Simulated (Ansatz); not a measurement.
Crystal: HfB2.

```
Hf B
1.0
     3.14000    0.00000    0.00000
    -1.57000    2.71932    0.00000
     0.00000    0.00000    3.48000
Hf B
1 2
Direct
  0.00000 0.00000 0.00000
  0.66667 0.33333 0.50000
  0.33333 0.66667 0.50000
```

Program: Ansatz 0.2.0. Alike in all runs: potentials or basis Ansatz PAW; cell as given; cutoff (eV) 420. Hardware: 2 threads of Intel(R) Xeon(R) 6975P-C (Granite Rapids), with other jobs on the host.

Question: Order these runs on this cell by their wall time, lowest first.
A. task band structure; level RPBE; spin off; k mesh 10 × 10 × 8; smearing fermi-dirac 0.05 eV; points for each segment of the path 14
B. task band structure; level PBEsol; spin SOC, no magnetisation; k mesh 7 × 7 × 6; smearing fermi-dirac 0.05 eV; points for each segment of the path 14
C. task single point; level PBE; spin off; k mesh 10 × 10 × 8; smearing gaussian 0.012 eV

Answer: C (0.65 s), A (1.3 s), B (8.1 s).
